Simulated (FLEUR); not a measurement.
## Bi: equation of state with r2SCAN

Crystal: Bi.

```
CELL_PARAMETERS angstrom
3.23838 0.00000 0.00000
0.00000 3.22164 0.00000
-0.08045 0.00000 6.44389
ATOMIC_POSITIONS crystal
Bi 0.54425 0.00000 0.74958
Bi 0.45575 0.00000 0.25042
```

This isn't the form of Bi at room conditions, which is rhombohedral.

```json
{"Program": "FLEUR MaX-R8.1 (later development tree)", "Task": "equation of state", "Functional": "r2SCAN", "Potentials or basis": "all-electron", "Basis": "FLAPW", "Kmax": "4.1 1/bohr", "k mesh": "8 × 8 × 4", "Occupations": "fermi-dirac, width 0.05 eV", "Spin": "no spin polarisation"}
```

- Equilibrium volume: 34.38 Å³/atom
- Bulk modulus at fixed shape and positions: 51 GPa

Energy against volume, from the lowest point:
```csv
volume (Å³/atom),energy (meV/atom)
31.597,40.71
32.270,21.83
33.614,1.36
34.959,0.00
35.631,5.37
```

Caveat: the meta-GGA is that of a development version, with a GGA for the radial functions and cores and without core tails; the cell was scaled at fixed shape and fractional positions, which overstates the stiffness of a crystal with free parameters, most of all of layers and chains.
